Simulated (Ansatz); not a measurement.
Runs of Ansatz 0.2.0 on Ta. Symmetry: Im-3m, No. 229, cubic system. Conventional cell: a = 3.303 Å, b = 3.303 Å, c = 3.303 Å, α = 90.00°, β = 90.00°, γ = 90.00°. Ta (site symmetry m-3m) is surrounded by 8 Ta at 2.86 Å. 

```csv
task,level,spin,k mesh,cutoff (eV),q mesh,points for each segment of the path,atoms under strain,gap on the mesh (eV),pressure (GPa),V0 of scaled cells (Å³/atom),B0 (GPa)
equation of state,LDA,off,11 × 11 × 11,420,-,-,-,-,-,17.21,228
phonons,PBEsol,off,10 × 10 × 10,420,2 × 2 × 2,8,-,none,-,-,-
band structure,PBEsol,"SOC, no magnetisation",11 × 11 × 11,420,-,14,-,none,-4.4,-,-
equation of state,r2SCAN,off,11 × 11 × 11,500,-,-,-,-,-,18.02,(a)
equation of state,PBE,off,11 × 11 × 11,420,-,-,-,-,-,18.24,(b)
elastic constants,PBEsol,off,10 × 10 × 10,420,-,-,relaxed,none,(c),-,-
```

Alike in all rows: potentials or basis Ansatz PAW; cell as given; smearing fermi-dirac 0.05 eV.

Q: Estimate the missing entries.

A: (a) 200; (b) 195; (c) -2.3.

Caveats: the PAW data sets come from PBE, with cores solved anew for the run's functional, which leaves a small shift of forces and pressure (some runs); some levels weren't fully converged (some runs); the PAW data sets were made with another functional, which shifts forces and pressure a little (some runs); elastic constants of metals need much finer meshes, so these are rough (some runs).

A k mesh can miss the band edges, and rows without SOC leave out spin-orbit coupling on Ta.

A gap of «none» marks a metal or a gap under the smearing width.
